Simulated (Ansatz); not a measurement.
**BN**

Level of theory: DFT, r²SCAN, scalar-relativistic, no spin polarisation; plane waves to 500 eV with PAW datasets (Ansatz 0.2.0), Γ-centred 12×12×12 mesh, 0.05 eV Gaussian smearing. The datasets are Ansatz's generated set soft_2.

```
B N
1.0
     0.00000    1.80480    1.80480
     1.80480    0.00000    1.80480
     1.80480    1.80480    0.00000
B N
1 1
Direct
  0.00000 0.00000 0.00000
  0.75000 0.75000 0.75000
```

The chain of runs began from a cell as deposited in COD, expanded in volume.

The run above is the reference. The same cell was run again with other input settings; several of them aren't fit for production, so the rows show the settings' effect and aren't properties of the material.

| keys changed | outcome | ΔE (meV/atom) | P (GPa) | gap on the mesh (eV) | cell moment (μB) | largest force component (eV/Å) | SCF iterations | rough core-seconds | new warnings |
| --- | --- | --- | --- | --- | --- | --- | --- | --- | --- |
| none (reference) | converged | 0.0 | 0.0 | 5.00 | – | 0.000 | – | – | – |
| scf.mixing.algorithm: "broyden"; scf.mixing.beta: 0.7; scf.mixing.ndim: 4 | converged | 0.0 | 0.0 | 5.00 | – | 0.000 | 6 | 3 | – |
| scf.lower_state_search: "standard" | converged | 0.0 | 0.0 | 5.00 | – | 0.000 | 6 | 2.2 | – |

These changes also left energy (to 0.1 meV/atom), pressure, gap, moment and forces as in the reference: scf.mixing.algorithm: "broyden"; scf.mixing.beta: 0.3; scf.convergence.dr2_threshold: 1e-06.

ΔE is the energy with the smearing extrapolated to zero. It is left out where the change alters the Hamiltonian or the spin treatment. The varied runs start from atomic densities (corrected by the program's trained start where that serves), with the default search for lower states unless a row changes it.

What happens with these changes: kpoints.mp_grid.shift: [0.5, 0.5, 0.5]; crystal.symmetry: {"detect": false}; scf.mixing.preconditioner: "local_kerker"?

outcome converged, ΔE (meV/atom) 0.0, P (GPa) 0.0, gap on the mesh (eV) 5.21, largest force component (eV/Å) 0.000, SCF iterations 7, rough core-seconds 26.

3 further runs (cut off, refused for memory, with changed atoms or starts, or in doubt) are left out.

Of the reference: Kohn–Sham gaps of semilocal functionals lie under measured ones, often by a third or more.
